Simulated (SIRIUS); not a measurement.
# Mo (Im-3m) in SIRIUS: reference runs

Reference runs on Mo: the cell as given and a disturbed copy.

Program: SIRIUS 7.12.0. These are calculated values, not measurements. Logs are shortened: lines on timing, memory, paths and dates and some standing lists are left out, and cuts for length are marked. The log counts tension as positive stress, the text compression.

### 1 The crystal as given

It takes space group Im-3m (No. 229, cubic). The conventional cell has a = 3.168 Å, b = 3.168 Å, c = 3.168 Å, α = 90.00°, β = 90.00°, γ = 90.00°. Around Mo (site symmetry m-3m) lie 8 Mo at 2.74 Å.

### 2 Single point, PBEsol

sirius.json

```json
{
  "control": {
    "processing_unit": "cpu",
    "std_evp_solver_name": "lapack",
    "gen_evp_solver_name": "lapack",
    "verbosity": 2,
    "print_forces": true,
    "ortho_rf": true,
    "use_second_variation": true,
    "rmt_max": 3.0,
    "num_bands_to_print": 15,
    "save_wf": true
  },
  "parameters": {
    "electronic_structure_method": "full_potential_lapwlo",
    "xc_functionals": ["XC_GGA_X_PBE_SOL", "XC_GGA_C_PBE_SOL"],
    "core_relativity": "dirac",
    "valence_relativity": "iora",
    "num_fv_states": 15,
    "smearing": "fermi_dirac",
    "smearing_width": 0.0018374661,
    "pw_cutoff": 20,
    "gk_cutoff": 3.52,
    "lmax_apw": 10,
    "lmax_rho": 8,
    "lmax_pot": 8,
    "num_mag_dims": 0,
    "auto_rmt": 0,
    "ngridk": [12, 12, 12],
    "shiftk": [0, 0, 0],
    "num_dft_iter": 80,
    "energy_tol": 1e-07,
    "density_tol": 1e-05,
    "use_symmetry": true
  },
  "settings": {"tol_ne": 1e-10},
  "iterative_solver": {"type": "exact"},
  "mixer": {"type": "anderson", "beta": 0.5, "max_history": 8},
  "unit_cell": {
    "lattice_vectors": [
      [-2.9929651906, 2.9929651906, 2.9929651906],
      [2.9929651906, -2.9929651906, 2.9929651906],
      [2.9929651906, 2.9929651906, -2.9929651906]
    ],
    "atom_types": ["Mo"],
    "atom_files": {"Mo": "Mo.json"},
    "atoms": {"Mo": [[0.0, 0.0, 0.0]]}
  }
}
```

Mo.json

```json
{
  "name": "molybdenum",
  "symbol": "Mo",
  "number": 42,
  "mass": 95.96,
  "rmin": 1e-06,
  "rmt": 2.5,
  "nrmt": 800,
  "rinf": 17.03,
  "core": "1s2s2p3s3p3d",
  "valence": [
    {"basis": [{"enu": 0.24, "dme": 0, "n": 0, "auto": 0}, {"enu": 0.24, "dme": 1, "n": 0, "auto": 0}]},
    {"l": 0, "n": 1, "basis": [{"enu": 0.34, "dme": 0, "n": 0, "auto": 0}]},
    {"l": 1, "n": 2, "basis": [{"enu": 0.34, "dme": 0, "n": 0, "auto": 0}]},
    {"l": 2, "n": 3, "basis": [{"enu": 0.34, "dme": 0, "n": 0, "auto": 0}]},
    {"l": 3, "n": 4, "basis": [{"enu": 0.34, "dme": 0, "n": 0, "auto": 0}]}
  ],
  "lo": [
    {"l": 0, "basis": [{"enu": 0.34, "dme": 0, "n": 0, "auto": 0}, {"enu": 0.34, "dme": 1, "n": 0, "auto": 0}]},
    {
      "l": 0,
      "basis": [{"enu": -1.8759, "dme": 0, "n": 4, "auto": 1}, {"enu": -1.8759, "dme": 1, "n": 4, "auto": 1}]
    },
    {
      "l": 0,
      "basis": [{"enu": -1.8759, "dme": 1, "n": 4, "auto": 1}, {"enu": 0.34, "dme": 0, "n": 0, "auto": 0}]
    },
    {"l": 0, "basis": [{"enu": 0.34, "dme": 0, "n": 0, "auto": 0}, {"enu": 2.9, "dme": 0, "n": 0, "auto": 0}]},
    {"l": 1, "basis": [{"enu": 0.34, "dme": 0, "n": 0, "auto": 0}, {"enu": 0.34, "dme": 1, "n": 0, "auto": 0}]},
    {
      "l": 1,
      "basis": [{"enu": -0.9313, "dme": 0, "n": 4, "auto": 1}, {"enu": -0.9313, "dme": 1, "n": 4, "auto": 1}]
    },
    {
      "l": 1,
      "basis": [{"enu": -0.9313, "dme": 1, "n": 4, "auto": 1}, {"enu": 0.34, "dme": 0, "n": 0, "auto": 0}]
    },
    {"l": 1, "basis": [{"enu": 0.34, "dme": 0, "n": 0, "auto": 0}, {"enu": 3.284, "dme": 0, "n": 0, "auto": 0}]},
    {"l": 2, "basis": [{"enu": 0.34, "dme": 0, "n": 0, "auto": 0}, {"enu": 0.34, "dme": 1, "n": 0, "auto": 0}]},
    {"l": 2, "basis": [{"enu": 0.34, "dme": 1, "n": 0, "auto": 0}, {"enu": 0.34, "dme": 2, "n": 0, "auto": 0}]},
    {"l": 2, "basis": [{"enu": 0.34, "dme": 0, "n": 0, "auto": 0}, {"enu": 2.836, "dme": 0, "n": 0, "auto": 0}]},
    {"l": 3, "basis": [{"enu": 0.34, "dme": 0, "n": 0, "auto": 0}, {"enu": 0.34, "dme": 1, "n": 0, "auto": 0}]},
    {"l": 3, "basis": [{"enu": 0.34, "dme": 0, "n": 0, "auto": 0}, {"enu": 3.124, "dme": 0, "n": 0, "auto": 0}]}
  ],
  "free_atom": [... radial grid and density of the free atom, the start of the SCF ...]
}
```

sirius_start.json

```json
{
  "control": {
    "processing_unit": "cpu",
    "std_evp_solver_name": "lapack",
    "gen_evp_solver_name": "lapack",
    "verbosity": 1,
    "print_forces": false,
    "ortho_rf": true,
    "use_second_variation": true,
    "rmt_max": 3.0,
    "num_bands_to_print": 15,
    "save_wf": false
  },
  "parameters": {
    "electronic_structure_method": "full_potential_lapwlo",
    "xc_functionals": ["XC_LDA_X", "XC_LDA_C_PW"],
    "core_relativity": "dirac",
    "valence_relativity": "iora",
    "num_fv_states": 15,
    "smearing": "fermi_dirac",
    "smearing_width": 0.0055123983,
    "pw_cutoff": 20,
    "gk_cutoff": 2.82,
    "lmax_apw": 10,
    "lmax_rho": 8,
    "lmax_pot": 8,
    "num_mag_dims": 0,
    "auto_rmt": 0,
    "ngridk": [5, 5, 5],
    "shiftk": [0, 0, 0],
    "num_dft_iter": 30,
    "energy_tol": 0.01,
    "density_tol": 0.05,
    "use_symmetry": true
  },
  "settings": {"tol_ne": 1e-10},
  "iterative_solver": {"type": "exact"},
  "mixer": {"type": "anderson", "beta": 0.5, "max_history": 8},
  "unit_cell": {
    "lattice_vectors": [
      [-2.9929651906, 2.9929651906, 2.9929651906],
      [2.9929651906, -2.9929651906, 2.9929651906],
      [2.9929651906, 2.9929651906, -2.9929651906]
    ],
    "atom_types": ["Mo"],
    "atom_files": {"Mo": "Mo.json"},
    "atoms": {"Mo": [[0.0, 0.0, 0.0]]}
  }
}
```

Potentials or basis: all-electron FP-LAPW, apw+lo standard.

Command:

```
> OMP_NUM_THREADS=1 sirius.scf --input=sirius_start.json --output=start.json
> OMP_NUM_THREADS=1 sirius.scf --input=sirius.json --output=output.json --task=1
```

What it wrote:

```text
[info] SIRIUS version : 7.12.0
[info] number of MPI ranks           : 1
[info] MPI grid                      : 1 1
[info] maximum number of OMP threads : 1
[fft] FFT context for density and potential
[fft] =====================================
[fft]   plane wave cutoff                     : 20
[fft]   grid size                             : 36 36 36   total : 46656
[fft]   grid limits                           : -17 18   -17 18   -17 18
[fft]   number of G-vectors within the cutoff : 14579
[fft]   number of G-shells                    : 400
[fft] FFT context for coarse grid
[fft] =====================================
[fft]   plane wave cutoff                     : 7.04
[fft]   grid size                             : 15 15 15   total : 3375
[fft]   grid limits                           : -7 7   -7 7   -7 7
[fft]   number of G-vectors within the cutoff : 627
[fft]   number of G-shells                    : 27
[unit cell] lattice vectors
[unit cell]   a1 :      -2.9929651906      2.9929651906      2.9929651906
[unit cell]   a2 :       2.9929651906     -2.9929651906      2.9929651906
[unit cell]   a3 :       2.9929651906      2.9929651906     -2.9929651906
[unit cell] reciprocal lattice vectors
[unit cell]   b1 :       0.0000000000      1.0496589347      1.0496589347
[unit cell]   b2 :       1.0496589347      0.0000000000      1.0496589347
[unit cell]   b3 :       1.0496589347      1.0496589347      0.0000000000
[unit cell] unit cell volume :       107.24202078 [a.u.^3]
[unit cell] 1/sqrt(omega)    :         0.09656450
[unit cell] MT volume        :        65.44984695 (61.03%)
[unit cell] IT volume        :        41.79217383 (38.97%)
[unit cell] number of atom types : 1
[unit cell] type id : 0 symbol : Mo mt_radius :   2.500000 num_atoms : 1
[unit cell] total number of atoms : 1
[unit cell] number of symmetry classes : 1
[unit cell] atom id  type id  class id             position                      vector_field
[unit cell] ------------------------------------------------------------------------------------------
[unit cell]      0        0        0      0.00000   0.00000   0.00000      0.00000   0.00000   0.00000
[unit cell] atom id         position (Cartesian, a.u.)
[unit cell] ---------------------------------------------
[unit cell]      0       0.000000    0.000000    0.000000
[unit cell] class id : 0 atom id : 0
[unit cell] minimum bond length:     5.183968
[... 315 lines left out ...]
[diagonalize] ...
[diagonalize] ik:   67   -1.795747   -0.866787   -0.858448   -0.854812    0.266551    0.277401    0.476717    0.493597    0.589715    0.745662    0.804114    0.875089    1.128854    1.154035    1.279678
[diagonalize] ik:   68   -1.795370   -0.864799   -0.861522   -0.855752    0.262608    0.267908    0.482065    0.536065    0.572570    0.744757    0.828314    0.833997    1.141330    1.165077    1.244146
[diagonalize] ik:   69   -1.795006   -0.862904   -0.860524   -0.860524    0.254728    0.261171    0.533634    0.533634    0.565078    0.711528    0.839491    0.839491    1.125783    1.177040    1.235366
[diagonalize] ik:   70   -1.794555   -0.863925   -0.861692   -0.860731    0.249630    0.251728    0.545307    0.552485    0.584943    0.761682    0.780244    0.804385    1.164323    1.176288    1.192878
[diagonalize] ik:   71   -1.794119   -0.862880   -0.862880   -0.862880    0.242953    0.242953    0.583158    0.583158    0.583158    0.765636    0.765636    0.765636    1.146317    1.189083    1.189083
[generate_core_charge_density] atom class : 0
[generate_core_charge_density]   n,l,k : 1 0 1  energy :        -727.12734864
[generate_core_charge_density]   n,l,k : 2 0 1  energy :        -102.21501024
[generate_core_charge_density]   n,l,k : 2 1 1  energy :         -94.00548441
[generate_core_charge_density]   n,l,k : 2 1 2  energy :         -90.09313515
[generate_core_charge_density]   n,l,k : 3 0 1  energy :         -16.93154716
[generate_core_charge_density]   n,l,k : 3 1 1  energy :         -13.80852241
[generate_core_charge_density]   n,l,k : 3 1 2  energy :         -13.16394539
[generate_core_charge_density]   n,l,k : 3 2 2  energy :          -7.63901365
[generate_core_charge_density]   n,l,k : 3 2 3  energy :          -7.51689547
[find] Total energy                   :   -4047.43876479 (Ha),   -8094.87752957 (Ry)
[find] iteration : 1, RMS (target) : 7.7470e-02 (1.0000e-05) , energy difference (target) : -1.1120e-05 (1.0000e-07)
[find] Total energy                   :   -4047.43875490 (Ha),   -8094.87750979 (Ry)
[find] iteration : 2, RMS (target) : 2.6989e-03 (1.0000e-05) , energy difference (target) : 9.8876e-06 (1.0000e-07)
[find] Total energy                   :   -4047.43875705 (Ha),   -8094.87751409 (Ry)
[find] iteration : 3, RMS (target) : 8.4068e-04 (1.0000e-05) , energy difference (target) : -2.1484e-06 (1.0000e-07)
[find] Total energy                   :   -4047.43875780 (Ha),   -8094.87751560 (Ry)
[find] iteration : 4, RMS (target) : 1.1281e-04 (1.0000e-05) , energy difference (target) : -7.5493e-07 (1.0000e-07)
[... 10 lines left out ...]
[find] valence_eval_sum               :      -6.49792844
[find] core_eval_sum                  :   -2396.38420611
[find] kinetic energy                 :    4195.70868564
[find] enuc                           :   -4902.08588736
[find] <rho|V^{XC}>                   :    -159.89358253
[find] <rho|E^{XC}>                   :    -121.71302466
[find] <mag|B^{XC}>                   :       0.00000000
[find] <rho|V^{H}>                    :   -6438.69723766
[find] smearing (-TS)                 :      -0.00009225
[find] SCF correction                 :       0.00008743
[find] Total energy                   :   -4047.43875778 (Ha),   -8094.87751555 (Ry)
[find] Free energy (E-TS)             :   -4047.43885003 (Ha),   -8094.87770006 (Ry)
[find] band gap (eV)                  :       0.00000000
[find] Efermi                         :       0.45170343
[find] iteration : 5, RMS (target) : 3.5419e-06 (1.0000e-05) , energy difference (target) : 2.3778e-08 (1.0000e-07)
[find] converged after 6 SCF iterations!
[find] Charges and magnetic moments
[find] --------------------------------------------------------------------------------
[find] atom      charge    core leakage
[find] --------------------------------------------------------------------------------
[find]    0   40.287813    6.840317e-07
[find] total core leakage    : 6.84031657e-07
[find] interstitial charge   : 1.712184
[find] total charge          : 41.999998
[find] Energy
[find] --------------------------------------------------------------------------------
[find] valence_eval_sum               :      -6.49792844
[find] core_eval_sum                  :   -2396.38420611
[find] kinetic energy                 :    4195.70868564
[find] enuc                           :   -4902.08588736
[find] <rho|V^{XC}>                   :    -159.89358253
[find] <rho|E^{XC}>                   :    -121.71302466
[find] <mag|B^{XC}>                   :       0.00000000
[find] <rho|V^{H}>                    :   -6438.69723766
[find] smearing (-TS)                 :      -0.00009225
[find] SCF correction                 :       0.00008743
[find] Total energy                   :   -4047.43875778 (Ha),   -8094.87751555 (Ry)
[find] Free energy (E-TS)             :   -4047.43885003 (Ha),   -8094.87770006 (Ry)
[find] band gap (eV)                  :       0.00000000
[find] Efermi                         :       0.45170343
[ground_state]
[ground_state] ==== total Forces in Ha/bohr =====
[ground_state] atom:    0, force:       0.0000000      0.0000000      0.0000000
[ground_state] ==== contribution from density =====
[ground_state] atom:    0, force:       0.0000000      0.0000000      0.0000000
[ground_state] ==== contribution from Hartree potential =====
[ground_state] atom:    0, force:       0.0000000      0.0000000      0.0000000
[ground_state] ==== contribution from IBS =====
[ground_state] atom:    0, force:       0.0000000      0.0000000      0.0000000
```

Run time: 44 s. Hardware: 1 thread of Intel Xeon at 2.50GHz (Skylake/Cascade Lake), shared host; peak memory 0.31 GiB.

Results:

```
Free energy                                       : -110136.4219 eV
Band gap on the k mesh                            : none (metal or under the smearing width)
All electrons inside the program's atomic spheres : Mo 40.29 (radii Mo 2.5 bohr)
```

Levels at points of the mesh, in eV from the Fermi level:
```tsv
k point	band 5	band 6	band 7	band 8	band 9	band 10
(0.00, 0.00, 0.00)	-7.16	-1.28	-1.28	-1.28	1.67	1.67
(0.50, 0.00, 0.00)	-5.19	-3.27	1.59	1.70	2.31	4.72
(0.50, 0.50, 0.50)	-5.28	-5.28	3.97	3.97	3.97	8.94
```

### 3 Single point, PBEsol (cell strained at random)

sirius.json, as its differences from that of step 2:

```diff
@@ -22,3 +22,3 @@
     "pw_cutoff": 20,
-    "gk_cutoff": 3.52,
+    "gk_cutoff": 3.56,
     "lmax_apw": 10,
@@ -40,5 +40,5 @@
     "lattice_vectors": [
-      [-2.9929651906, 2.9929651906, 2.9929651906],
-      [2.9929651906, -2.9929651906, 2.9929651906],
-      [2.9929651906, 2.9929651906, -2.9929651906]
+      [-3.0129585461, 3.0071136232, 2.9943390746],
+      [3.0469679472, -2.9159607939, 2.9371937566],
+      [3.0360113151, 2.9390116731, -2.9031843555]
     ],
@@ -46,3 +46,3 @@
     "atom_files": {"Mo": "Mo.json"},
-    "atoms": {"Mo": [[0.0, 0.0, 0.0]]}
+    "atoms": {"Mo": [[-0.004893, -0.028505, -0.027978]]}
   }
```

Mo.json

```json
{
  "name": "molybdenum",
  "symbol": "Mo",
  "number": 42,
  "mass": 95.96,
  "rmin": 1e-06,
  "rmt": 2.47,
  "nrmt": 800,
  "rinf": 17.03,
  "core": "1s2s2p3s3p3d",
  "valence": [
    {"basis": [{"enu": 0.25, "dme": 0, "n": 0, "auto": 0}, {"enu": 0.25, "dme": 1, "n": 0, "auto": 0}]},
    {"l": 0, "n": 1, "basis": [{"enu": 0.35, "dme": 0, "n": 0, "auto": 0}]},
    {"l": 1, "n": 2, "basis": [{"enu": 0.35, "dme": 0, "n": 0, "auto": 0}]},
    {"l": 2, "n": 3, "basis": [{"enu": 0.35, "dme": 0, "n": 0, "auto": 0}]},
    {"l": 3, "n": 4, "basis": [{"enu": 0.35, "dme": 0, "n": 0, "auto": 0}]}
  ],
  "lo": [
    {"l": 0, "basis": [{"enu": 0.35, "dme": 0, "n": 0, "auto": 0}, {"enu": 0.35, "dme": 1, "n": 0, "auto": 0}]},
    {
      "l": 0,
      "basis": [{"enu": -1.8659, "dme": 0, "n": 4, "auto": 1}, {"enu": -1.8659, "dme": 1, "n": 4, "auto": 1}]
    },
    {
      "l": 0,
      "basis": [{"enu": -1.8659, "dme": 1, "n": 4, "auto": 1}, {"enu": 0.35, "dme": 0, "n": 0, "auto": 0}]
    },
    {"l": 0, "basis": [{"enu": 0.35, "dme": 0, "n": 0, "auto": 0}, {"enu": 2.9726, "dme": 0, "n": 0, "auto": 0}]},
    {"l": 1, "basis": [{"enu": 0.35, "dme": 0, "n": 0, "auto": 0}, {"enu": 0.35, "dme": 1, "n": 0, "auto": 0}]},
    {
      "l": 1,
      "basis": [{"enu": -0.9213, "dme": 0, "n": 4, "auto": 1}, {"enu": -0.9213, "dme": 1, "n": 4, "auto": 1}]
    },
    {
      "l": 1,
      "basis": [{"enu": -0.9213, "dme": 1, "n": 4, "auto": 1}, {"enu": 0.35, "dme": 0, "n": 0, "auto": 0}]
    },
    {"l": 1, "basis": [{"enu": 0.35, "dme": 0, "n": 0, "auto": 0}, {"enu": 3.3659, "dme": 0, "n": 0, "auto": 0}]},
    {"l": 2, "basis": [{"enu": 0.35, "dme": 0, "n": 0, "auto": 0}, {"enu": 0.35, "dme": 1, "n": 0, "auto": 0}]},
    {"l": 2, "basis": [{"enu": 0.35, "dme": 1, "n": 0, "auto": 0}, {"enu": 0.35, "dme": 2, "n": 0, "auto": 0}]},
    {"l": 2, "basis": [{"enu": 0.35, "dme": 0, "n": 0, "auto": 0}, {"enu": 2.907, "dme": 0, "n": 0, "auto": 0}]},
    {"l": 3, "basis": [{"enu": 0.35, "dme": 0, "n": 0, "auto": 0}, {"enu": 0.35, "dme": 1, "n": 0, "auto": 0}]},
    {"l": 3, "basis": [{"enu": 0.35, "dme": 0, "n": 0, "auto": 0}, {"enu": 3.202, "dme": 0, "n": 0, "auto": 0}]}
  ],
  "free_atom": [... radial grid and density of the free atom, the start of the SCF ...]
}
```

sirius_start.json, as its differences from that of step 2:

```diff
@@ -22,3 +22,3 @@
     "pw_cutoff": 20,
-    "gk_cutoff": 2.82,
+    "gk_cutoff": 2.85,
     "lmax_apw": 10,
@@ -40,5 +40,5 @@
     "lattice_vectors": [
-      [-2.9929651906, 2.9929651906, 2.9929651906],
-      [2.9929651906, -2.9929651906, 2.9929651906],
-      [2.9929651906, 2.9929651906, -2.9929651906]
+      [-3.0129585461, 3.0071136232, 2.9943390746],
+      [3.0469679472, -2.9159607939, 2.9371937566],
+      [3.0360113151, 2.9390116731, -2.9031843555]
     ],
@@ -46,3 +46,3 @@
     "atom_files": {"Mo": "Mo.json"},
-    "atoms": {"Mo": [[0.0, 0.0, 0.0]]}
+    "atoms": {"Mo": [[-0.004893, -0.028505, -0.027978]]}
   }
```

Potentials or basis: all-electron FP-LAPW, apw+lo standard.

Command:

```
> OMP_NUM_THREADS=1 sirius.scf --input=sirius_start.json --output=start.json
> OMP_NUM_THREADS=1 sirius.scf --input=sirius.json --output=output.json --task=1
```

Wall time 2.2 min (1 thread of Intel Xeon at 2.50GHz (Skylake/Cascade Lake), shared host); peak memory 1 GiB.

Results (log left out):

* Free energy: -110136.4089 eV
* Band gap on the k mesh: none (metal or under the smearing width)
* All electrons inside the program's atomic spheres: Mo 40.18 (radii Mo 2.47 bohr)

Levels at points of the mesh, in eV from the Fermi level:
```csv
k point,band 4,band 5,band 6,band 7,band 8,band 9,band 10,band 11
"(0.00, 0.00, 0.00)",-34.42,-7.17,-1.61,-1.24,-1.02,1.49,1.86,14.39
"(0.50, 0.00, 0.00)",-34.46,-5.21,-3.55,1.46,2.07,2.60,4.58,11.20
"(0.00, 0.50, 0.00)",-34.45,-5.18,-3.23,1.44,1.60,2.37,4.61,11.22
"(0.50, 0.50, 0.00)",-34.47,-5.19,-3.16,1.49,1.57,2.24,4.72,11.41
"(0.00, 0.00, 0.50)",-34.46,-5.18,-3.19,1.45,1.55,2.32,4.62,11.25
"(0.50, 0.00, 0.50)",-34.47,-5.20,-3.18,1.49,1.62,2.24,4.74,11.48
"(0.00, 0.50, 0.50)",-34.51,-5.25,-3.40,1.78,1.97,2.22,4.92,11.59
"(0.50, 0.50, 0.50)",-35.30,-5.33,-5.26,3.65,3.96,4.27,8.50,8.97
```
